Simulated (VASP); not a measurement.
Ta2N: equation of state with LDA

Crystal: Ta2N.

```
Ta N
1.0
     3.07877    0.00000    0.00000
    -1.53938    2.66629    0.00000
     0.00000    0.00000    4.76866
Ta N
2 1
Direct
  0.33333 0.66667 0.25116
  0.66667 0.33333 0.74884
  0.00000 0.00000 0.00000
```

The cell comes from a database or a generator and needn't be the stable form of this composition.

- Program: VASP 6.6.1
- Task: equation of state
- Functional: LDA
- Potentials or basis: VASP PAW LDA potentials, release 64 (Ta_pv, N)
- Cutoff: 520 eV
- k mesh: 8 × 8 × 6
- Occupations: fermi-dirac, width 0.05 eV
- Spin: no spin polarisation
- Ladder: gaps
- Further INCAR settings: ALGO = Fast; EDIFF = 1e-06

- Equilibrium volume: 13.05 Å³/atom
- Bulk modulus at fixed shape and positions: 315 GPa
- Pressure derivative of the bulk modulus: 4.3 (rough: it moves with the points fitted)

Energy against volume, from the lowest point:
```csv
volume (Å³/atom),energy (meV/atom)
12.527,22.36
12.787,5.46
13.048,0.00
13.309,4.84
13.570,18.93
```

All runs of the series together: 2.1 min on 1 thread of Intel(R) Xeon(R) Platinum 8259CL CPU @ 2.50GHz (Skylake/Cascade Lake), on a shared host.

Caveat: the cell was scaled at fixed shape and fractional positions, which overstates the stiffness of a crystal with free parameters, most of all of layers and chains. The run has no spin-orbit coupling, so splittings on Ta are missing.
